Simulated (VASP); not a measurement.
Set up this calculation in VASP 6.6.1, as the native input.

```
Task                    : density of states
Functional              : PBE
Potentials or basis     : VASP PAW PBE potentials, release 64 (Fe, S)
Cutoff                  : 520 eV
k mesh                  : 6 × 6 × 6
Occupations             : gaussian, width 0.03 eV
Spin                    : collinear spin, ferromagnetic start
Starting moments        : [4.0, 4.0, 4.0, 4.0, 0.0, 0.0, 0.0, 0.0, 0.0, 0.0, 0.0, 0.0] μB
Hubbard terms           : Fe d U = 4.0 eV
k mesh for the DOS      : 9 × 9 × 9
Occupations for the DOS : tetrahedron
Further INCAR settings  : ALGO = Normal; EDIFF = 1e-06; NBANDS = 56; AMIX = 0.2; BMIX = 0.0001
```

FeS2:

```
CELL_PARAMETERS angstrom
5.96065 0.00000 0.00000
0.00000 5.96065 0.00000
0.00000 0.00000 5.96065
ATOMIC_POSITIONS crystal
Fe 0.00000 0.00000 0.00000
Fe 0.50000 0.00000 0.50000
Fe 0.50000 0.50000 0.00000
Fe 0.00000 0.50000 0.50000
S 0.39736 0.39736 0.39736
S 0.10264 0.60264 0.89736
S 0.89736 0.10264 0.60264
S 0.60264 0.89736 0.10264
S 0.60264 0.60264 0.60264
S 0.89736 0.39736 0.10264
S 0.10264 0.89736 0.39736
S 0.39736 0.10264 0.89736
```

These files were run (other wordings do the same):

POSCAR

```
FeS2                                    
1.0
    5.9606506543      0.0000000000      0.0000000000
    0.0000000000      5.9606506543     -0.0000000000
    0.0000000000      0.0000000000      5.9606506543
  Fe              S             
     4     8
Direct
     0.0000000000000000    0.0000000000000000    0.0000000000000000
     0.5000000000000000    0.0000000000000000    0.5000000000000000
     0.5000000000000000    0.5000000000000000    0.0000000000000000
     0.0000000000000000    0.5000000000000000    0.5000000000000000
     0.3973614416948336    0.3973614416948336    0.3973614416948336
     0.1026385583051664    0.6026385583051663    0.8973614416948337
     0.8973614416948337    0.1026385583051664    0.6026385583051663
     0.6026385583051663    0.8973614416948337    0.1026385583051664
     0.6026385583051663    0.6026385583051663    0.6026385583051663
     0.8973614416948337    0.3973614416948336    0.1026385583051664
     0.1026385583051664    0.8973614416948337    0.3973614416948336
     0.3973614416948336    0.1026385583051664    0.8973614416948337
```

INCAR.step1

```
SYSTEM = FeS2
PREC = Accurate
ENCUT = 520
EDIFF = 1E-6
ISMEAR = 0
SIGMA = 0.03
LREAL = .FALSE.
LASPH = .TRUE.
NELM = 150
ALGO = Normal
ISIF = 2
LWAVE = .FALSE.
LCHARG = .TRUE.
ISPIN = 2
MAGMOM = 4 4 4 4 0 0 0 0 0 0 0 0
LMAXMIX = 4
LDAU = .TRUE.
LDAUTYPE = 2
LDAUL = 2 -1
LDAUU = 4 0
LDAUJ = 0 0
LDAUPRINT = 1
GGA = PE
NBANDS = 56
AMIX = 0.2
BMIX = 1E-4
AMIX_MAG = 0.8
BMIX_MAG = 1E-4
KPAR = 4
```

KPOINTS.step1

```
regular mesh
0
G
  6 6 6
  0 0 0
```

INCAR.step2

```
SYSTEM = FeS2
PREC = Accurate
ENCUT = 520
EDIFF = 1E-6
ISMEAR = -5
SIGMA = 0.03
LREAL = .FALSE.
LASPH = .TRUE.
NELM = 150
ALGO = Normal
ISIF = 2
LWAVE = .FALSE.
LCHARG = .FALSE.
ISPIN = 2
MAGMOM = 4 4 4 4 0 0 0 0 0 0 0 0
LORBIT = 11
LMAXMIX = 4
LDAU = .TRUE.
LDAUTYPE = 2
LDAUL = 2 -1
LDAUU = 4 0
LDAUJ = 0 0
LDAUPRINT = 1
GGA = PE
NBANDS = 56
AMIX = 0.2
BMIX = 1E-4
AMIX_MAG = 0.8
BMIX_MAG = 1E-4
KPAR = 4
NEDOS = 1001
ICHARG = 11
```

KPOINTS.step2

```
regular mesh
0
G
  9 9 9
  0 0 0
```

Potentials or basis: VASP PAW PBE potentials, release 64 (Fe, S).

Command:

```console
$ cat potpaw_PBE.64/Fe/POTCAR potpaw_PBE.64/S/POTCAR > POTCAR
$ cp INCAR.step1 INCAR
$ cp KPOINTS.step1 KPOINTS
$ mpirun -np 4 vasp_std > vasp.out
$ cp INCAR.step2 INCAR
$ cp KPOINTS.step2 KPOINTS
$ mpirun -np 4 vasp_std > vasp.out
```

Results of the run:

* Net moment: 14.75 μB per cell
* Site moments: Fe +3.59; S +0.03 μB
* Valence electrons inside the program's atomic spheres: Fe 6.72; S 3.67

Caveat: only a ferromagnetic start was run, and an antiferromagnetic order may lie lower in energy.

It took 5.8 min on 4 MPI ranks on Intel(R) Xeon(R) 6975P-C (Granite Rapids), with other jobs on the host, peak memory 0.83 GiB a rank.
